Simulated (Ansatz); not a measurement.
Method: DFT PBE, scalar-relativistic, plane waves, PAW in Ansatz. Settings: cutoff 420 eV, Γ-centred meshes spaced at most about 0.3 Å⁻¹, and about 0.25 Å⁻¹ or finer for metals (2π included), Gaussian smearing. No spin polarisation in the final relaxations.

These are static total energies at zero pressure.

Two relaxed structures of P:

A.

```xyz
8
Lattice="-3.9396 3.9396 3.2176 3.9396 -3.9396 3.2176 3.9396 3.9396 -3.2176" Properties=species:S:1:pos:R:3 pbc="T T T"
P     0.4676    6.3825   -0.2146
P     3.4720   -2.4429    3.0030
P     1.4967    3.4720    1.3942
P    -1.4967    4.4072    1.3942
P    -0.4676    2.4429    1.8234
P     0.4676    5.4363    1.8234
P     2.4429    3.4720    3.4322
P     1.4967    0.4676    0.2146
```

B.

```xyz
3
Lattice="-1.9899 1.9899 4.2415 1.9899 -1.9899 4.2415 1.9899 1.9899 -4.2415" Properties=species:S:1:pos:R:3 pbc="T T T"
P     0.0000    0.0000    3.2038
P     0.0000    1.9899    2.1207
P     0.0000    0.0000    5.2791
```

Question: Which is lower in energy, and by how much?

Answer: A is lower, by 0.49 eV/atom. A has space group I-42d (No. 122), 25.0 Å³/atom and a gap of 1.60 eV on its mesh; B has space group I-4m2 (No. 119), 22.4 Å³/atom and no gap. Counting all near atoms (those within 1.25 times the shortest such distance or 1.15 times the sum of covalent radii; a plus sign parts nearer from farther groups; a slash parts the counts of unlike sites), A has P 3 and B has P 1+2/4. The lower one is the more open, so pressure narrows the difference. Both come from invented guesses. The part of the Crystallography Open Database at hand lists P in space groups No. 2, 13, 64, 123; no cell shown has one of them.

Kohn–Sham gaps at this level usually fall short of measured ones. Cells relaxed within their symmetry can be saddle points.
